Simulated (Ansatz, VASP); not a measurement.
# One calculation of GaP, two programs

The input INCAR:

```
SYSTEM = GaP
PREC = Accurate
ENCUT = 520
EDIFF = 1E-7
ISMEAR = -1
SIGMA = 0.05
LREAL = .FALSE.
LASPH = .TRUE.
NELM = 80
ALGO = Normal
ISIF = 2
LWAVE = .FALSE.
LCHARG = .FALSE.
GGA = PE
NBANDS = 26
```

The input KPOINTS:

```
regular mesh
0
G
  8 8 8
  0 0 0
```

POSCAR

```
GaP
1.0
    1.9299744123      1.1142712464      6.3876490005
   -1.9299744123      1.1142712464      6.3876490005
    0.0000000000     -2.2285424929      6.3876490005
Ga P
2 2
Direct
    0.5646280000      0.5646280000      0.5646280000
    0.4353720000      0.4353720000      0.4353720000
    0.9426110000      0.9426110000      0.9426110000
    0.0573890000      0.0573890000      0.0573890000
```

The input input.yaml:

```yaml
crystal:
  lattice:
    - [1.9299744123, 1.1142712464, 6.3876490005]
    - [-1.9299744123, 1.1142712464, 6.3876490005]
    - [0.0, -2.2285424929, 6.3876490005]
  atoms:
    - { symbol: Ga, position: [0.564628, 0.564628, 0.564628] }
    - { symbol: Ga, position: [0.435372, 0.435372, 0.435372] }
    - { symbol: P, position: [0.942611, 0.942611, 0.942611] }
    - { symbol: P, position: [0.057389, 0.057389, 0.057389] }
hamiltonian:
  xc: pbe
  pseudopotentials: { kind: paw }
kpoints:
  mp_grid: { grid: [8, 8, 8] }
scf:
  occupations: { method: fermi_dirac, width: 0.05 }
output:
  forces: true
  stress: true
  eigenvalues: true
```

Change from the starting cell: volume scaled by 0.98.

Alike in both runs: task single point; functional PBE; k mesh 8 × 8 × 8; occupations fermi-dirac, width 0.05 eV; no spin polarisation.

|  | VASP | Ansatz |
| --- | --- | --- |
| version | VASP 6.6.1 | Ansatz 0.2.0 |
| potentials or method | VASP PAW PBE potentials, release 64 (Ga_d, P) | Ansatz PAW |
| plane-wave cutoff (eV) | 520 | 420 |
| valence electrons in the cell | 36 | 36 |

Ansatz gave:

```
gap on the k mesh at the Fermi level (eV)       : 0.83
least direct gap on the mesh (eV)               : 1.17
pressure (GPa)                                  : 1.5
largest component of the traceless stress (GPa) : 0.32
rms of the force components (eV/Å)              : 0.054
```

Q: What did VASP give for the same quantities?

A: gap on the k mesh at the Fermi level (eV): 0.84; least direct gap on the mesh (eV): 1.16; pressure (GPa): 1.5; largest component of the traceless stress (GPa): 0.26; rms of the force components (eV/Å): 0.042.

Atom by atom the forces differ by 0.017 eV/Å (rms over components). With one functional, cell and mesh, what is left measures potentials, basis and numerics.

A k mesh can miss the band edges.
